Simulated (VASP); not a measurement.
A run of VASP 6.6.1 is set up as follows.

The input INCAR:

```
PREC = Accurate
ENCUT = 520
EDIFF = 1E-6
ISMEAR = 0
SIGMA = 0.05
LREAL = F
LASPH = T
NELM = 60
ALGO = Normal
ISIF = 2
LWAVE = F
LCHARG = F
GGA = CA
NBANDS = 16
```

KPOINTS

```
Automatic mesh
0
Gamma
  10 10 10
```

The input POSCAR:

```
AgCl
1.0
    0.0000000000      2.6773114500      2.6773114500
    2.6773114500      0.0000000000      2.6773114500
    2.6773114500      2.6773114500      0.0000000000
Ag Cl
1 1
Direct
    0.5000000000      0.5000000000      0.5000000000
    0.0000000000      0.0000000000      0.0000000000
```

Potentials or basis: VASP PAW LDA potentials, release 64 (Ag, Cl).

The run is started by

```bash
$ cat potpaw_LDA.64/Ag/POTCAR potpaw_LDA.64/Cl/POTCAR > POTCAR
$ mpirun -np 1 vasp_std > vasp.out
```

(1) Predict the band gap on the k mesh.

(2) What does it give for the pressure?

Results:

(1) 0.66 eV, indirect (least direct gap 3.30 eV).

(2) 0.0 GPa.

**Experimental background.**

From a printed reference work, data compilation, for a bulk crystal of AgCl: band gap 3.249 eV (indirect).

Measured gap of AgCl: 3.249 eV (indirect; a printed reference work, data compilation). This calculation gives 0.66 eV (-2.59 eV). So large a miss can be the level of theory's own, or it may mean another phase, state or a wrong row. Spin-orbit coupling on Ag is left out. The value is that of LDA on a finite k mesh, which can miss the band edges, without temperature or zero-point motion. Semilocal functionals fall short of measured gaps as a rule.
